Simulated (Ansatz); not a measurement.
Input, command and steps of an Ansatz relaxation.

```yaml
crystal:
  lattice:
    - [3.25968217, 0.0, 0.0]
    - [-1.629841085, 2.8229675675, 0.0]
    - [0.0, 0.0, 5.5794092111]
  atoms:
    - { symbol: Ta, position: [0.3333333333, 0.6666666667, 0.3104850237] }
    - { symbol: Ta, position: [0.6666666667, 0.3333333333, 0.6895149763] }
    - { symbol: Si, position: [0.0, 0.0, 0.0] }
basis:
  ecutwfc: 420
kpoints:
  mp_grid: { grid: [12, 12, 8] }
hamiltonian:
  xc: pbesol
scf:
  occupations: { method: gaussian, width: 0.1 }
output:
  forces: true
  stress: true
  eigenvalues: true
relax:
  adjacent_minimum: "off"
  f_tol: 0.01
  max_steps: 60
  cell: { stress_tol: 0.1 }
```

```bash
ansatz run input.yaml --threads 2 --pin off --max-ram 5120MiB --backend cpu --events-out ev --progress --plain --runs-dir out
```

Theory: Ansatz 0.2.0, DFT PBEsol, scalar-relativistic, plane waves, PAW.

Of 6 frames 5 are shown, positions in Å and forces in eV/Å; the SCF threshold varies from step to step. Steps run on the plane waves of an earlier cell, with a Pulay correction in the pressure. The basis is chosen afresh for the last frame, the zero of the energies, and at times for earlier ones too; energy and pressure step there, also at an unchanged geometry. The mark taken_back stands on steps that the optimiser undid.

```xyz
3
Lattice="3.2597 0.0000 0.0000 -1.6298 2.8230 0.0000 0.0000 0.0000 5.5794" Properties=species:S:1:pos:R:3:forces:R:3 pbc="T T T" step=1 free_energy_over_end_meV_per_atom=2.32 pressure_GPa=-0.02
Ta    0.0000    1.8820    1.7323    0.0000    0.0000    0.1071
Ta    1.6298    0.9410    3.8471    0.0000    0.0000   -0.1071
Si    0.0000    0.0000    0.0000    0.0000    0.0000    0.0000
3
Lattice="3.3068 0.0000 0.0000 -1.6534 2.8638 0.0000 0.0000 0.0000 5.4494" Properties=species:S:1:pos:R:3:forces:R:3 pbc="T T T" step=2 free_energy_over_end_meV_per_atom=3.69 pressure_GPa=-0.10 taken_back
Ta    0.0000    1.9092    1.7068    0.0000    0.0000   -0.4172
Ta    1.6534    0.9546    3.7426    0.0000    0.0000    0.4172
Si    0.0000    0.0000    0.0000    0.0000    0.0000    0.0000
3
Lattice="3.2851 0.0000 0.0000 -1.6426 2.8450 0.0000 0.0000 0.0000 5.5150" Properties=species:S:1:pos:R:3:forces:R:3 pbc="T T T" step=3 free_energy_over_end_meV_per_atom=0.28 pressure_GPa=-0.35
Ta    0.0000    1.8967    1.7152    0.0000    0.0000   -0.0700
Ta    1.6426    0.9483    3.7997    0.0000    0.0000    0.0700
Si    0.0000    0.0000    0.0000    0.0000    0.0000    0.0000
3
Lattice="3.2859 0.0000 0.0000 -1.6429 2.8457 0.0000 0.0000 0.0000 5.4994" Properties=species:S:1:pos:R:3:forces:R:3 pbc="T T T" step=4 free_energy_over_end_meV_per_atom=0.07 pressure_GPa=0.13
Ta    0.0000    1.8971    1.7068    0.0000    0.0000   -0.0296
Ta    1.6429    0.9486    3.7926    0.0000    0.0000    0.0296
Si    0.0000    0.0000    0.0000    0.0000    0.0000    0.0000
3
Lattice="3.2897 0.0000 0.0000 -1.6449 2.8490 0.0000 0.0000 0.0000 5.4916" Properties=species:S:1:pos:R:3:forces:R:3 pbc="T T T" step=6 free_energy_over_end_meV_per_atom=0.00 pressure_GPa=0.00
Ta    0.0000    1.8993    1.7017    0.0000    0.0000    0.0000
Ta    1.6449    0.9497    3.7899    0.0000    0.0000    0.0000
Si    0.0000    0.0000    0.0000    0.0000    0.0000    0.0000
```

The run took 10 s on 2 threads of Intel(R) Xeon(R) 6975P-C (Granite Rapids), with other jobs on the host, peak memory 0.46 GiB.

Spin–orbit coupling is left out, which can shift energies with elements as heavy as these.